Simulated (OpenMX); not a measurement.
The system is GaAs.

```
Ga As
1.0
     3.81014    0.00000    0.00000
     0.00000    3.81014    0.00000
     0.00000    0.00000    2.73891
Ga As
1 1
Direct
  0.50000 0.50000 0.50000
  0.00000 0.00000 0.50000
```

The cell was built by a generator and needn't be a form met in nature.

Base run:

```yaml
Program: OpenMX 3.8.5
Functional: PBE
Dispersion: D3
Potentials_or_basis: OpenMX 2013 PBE set, Ga7.0-s3p2d2, As7.0-s3p2d2, grid cutoff 500 Ry
k_mesh: 5 × 5 × 7
Occupations: fermi-dirac, width 0.05 eV
Spin: no spin polarisation
```

Its results: band gap on the k mesh none (metal or under the smearing width); pressure 0.3 GPa.

Q: The run is repeated on the same cell with these changes: dispersion from D3 to D3(BJ). What comes out?

A: Band gap on the k mesh none (metal or under the smearing width); pressure -1.3 GPa.

Caveats: the basis of atomic orbitals isn't converged, which shifts pressures, moduli and gaps; pairwise dispersion overbinds metals, which lowers pressure and volume.
